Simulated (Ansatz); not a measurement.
Runs of Ansatz 0.2.0 on PbF2 (Fluorocronite). It takes space group Fm-3m (No. 225, cubic). Conventional cell: a = 5.927 Å, b = 5.927 Å, c = 5.927 Å, α = 90.00°, β = 90.00°, γ = 90.00°. Pb (site symmetry m-3m) has 8 F at 2.57 Å as nearest neighbours. F (site symmetry -43m) has 4 Pb at 2.57 Å as nearest neighbours. 

```tsv
task	level	cutoff (eV)	basis error allowed	gap on the mesh (eV)	pressure (GPa)	V0 of scaled cells (Å³/atom)	B0 (GPa)
equation of state	PBE	-	0.001 eV/atom	-	-	18.01	67
band structure	LDA	240	0.002 eV/atom	4.25	(a)	-	-
single point	PBE	261	0.001 eV/atom	4.41	2.7	-	-
band structure	PBEsol	240	0.002 eV/atom	(c)	-1.1	-	-
equation of state	PBEsol	-	0.002 eV/atom	-	-	(b)	76
```

Alike in all rows: potentials or basis all-electron LAPW, scalar-relativistic; no spin polarisation; cell as given; k mesh 8 × 8 × 8; smearing fermi-dirac 0.05 eV.

Fill in the values left out.

(a) -4.5; (b) 17.11; (c) 4.30.

Caveats: spin-orbit coupling is left out, which as a rule narrows the gap of such compounds by several tenths of an eV (some runs).

A k mesh can miss the band edges, and the runs leave out spin-orbit coupling on Pb.

Not every run made on this cell is shown here.
